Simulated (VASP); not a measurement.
Here is a VASP 6.6.1 calculation.

Contents of INCAR:

```
PREC     = Accurate       # precision mode
ENCUT    = 520            # plane-wave cutoff, eV
EDIFF    = 1E-8           # SCF threshold, eV
ISMEAR   = 0              # smearing method
SIGMA    = 0.03           # smearing width, eV
LREAL    = False          # projectors in reciprocal space
LASPH    = True           # aspherical terms in the spheres
NELM     = 80             # most SCF steps
ALGO     = Normal         # electronic algorithm
ISIF     = 2              # what is computed and relaxed
LWAVE    = False          # write WAVECAR
LCHARG   = False          # write CHGCAR
GGA      = PE             # functional
LEPSILON = True           # dielectric tensor by DFPT
```

File KPOINTS:

```
regular mesh
0
Monkhorst-Pack
  16 16 16
```

File POSCAR:

```
CaO                                     
1.0
    0.0000000000      2.3873311535      2.3873311535
    2.3873311535      0.0000000000      2.3873311535
    2.3873311535      2.3873311535      0.0000000000
  Ca              O             
     1     1
Direct
     0.0000000000000000    0.0000000000000000    0.0000000000000000
     0.5000000000000000    0.5000000000000000    0.5000000000000000
```

Potentials or basis: VASP PAW PBE potentials, release 64 (Ca_sv, O).

The run is started by

```console
$ cat potpaw_PBE.64/Ca_sv/POTCAR potpaw_PBE.64/O/POTCAR > POTCAR
$ mpirun -np 1 vasp_std > vasp.out
```

Problem. What does it give for the electronic dielectric tensor (diagonal)?

Solution. 3.80.

Problem. Estimate the Born charges (mean of the diagonal).

Solution. Ca +2.36; O -2.36 e.

Electronic dielectric tensor:
```
3.80 0.00 0.00
0.00 3.80 0.00
0.00 0.00 3.80
```
